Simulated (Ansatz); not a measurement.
Hf, 1 atom in the cell. It takes space group Im-3m (No. 229, cubic). Conventional cell: a = 3.610 Å, b = 3.610 Å, c = 3.610 Å, α = 90.00°, β = 90.00°, γ = 90.00°. Hf (site symmetry m-3m) is surrounded by 8 Hf at 3.13 Å. This isn't the form of Hf at room conditions, which is hcp.

```yaml
Program: Ansatz 0.2.0
Task: relaxation of cell and atoms
Functional: HSEsol
Potentials_or_basis: Ansatz PAW
Cutoff: "420 eV (not typed: the program's choice for these potentials)"
k_mesh: 5 × 5 × 5
Occupations: fermi-dirac, width 0.05 eV
Spin: no spin polarisation
```

Potentials or basis: Ansatz PAW.

The run is started by

```bash
$ ansatz run input.yaml --threads 2 --pin off --max-ram 5632MiB --backend cpu --events-out ev --progress --plain --runs-dir out
```

Hardware: 2 threads of Arm Neoverse V1, on a shared host.

Q: Estimate the wall time of this run.

A: Wall time 38 s on 2 threads of Arm Neoverse V1 (shared host), peak memory 0.58 GiB. Counts: scf iterations 94, plane waves 429, k points 10, bands 17, ion steps 6.
